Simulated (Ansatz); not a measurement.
ZnS (Wurtzite-4H):

```
Zn S
1.0
     3.82270    0.00000    0.00000
    -1.91135    3.31056    0.00000
     0.00000    0.00000   12.52000
Zn S
4 4
Direct
  0.66667 0.33333 0.75000
  0.33333 0.66667 0.25000
  0.00000 0.00000 0.50000
  0.00000 0.00000 0.00000
  0.66667 0.33333 0.93750
  0.33333 0.66667 0.43750
  0.00000 0.00000 0.68750
  0.00000 0.00000 0.18750
```

Base run:

- Program: Ansatz 0.2.0
- Functional: LDA
- Potentials or basis: all-electron LAPW, scalar-relativistic
- Cutoff: 258 eV
- Density cutoff: 1030 eV
- Basis error allowed: 0.002 eV/atom
- k mesh: 8 × 8 × 3
- Occupations: fermi-dirac, width 0.05 eV
- Spin: no spin polarisation

Its results: band gap on the k mesh 1.88 eV, direct; pressure -4.8 GPa; largest force 0.039 eV/Å.

Problem. The run is repeated on the same cell with these changes: functional from LDA to PBE. What comes out?

Solution. Band gap on the k mesh 2.13 eV, direct; pressure 1.3 GPa; largest force 0.043 eV/Å.

PBE binds less tightly than LDA, so the same cell stands under more pressure.

Not every run made on this cell is shown here.
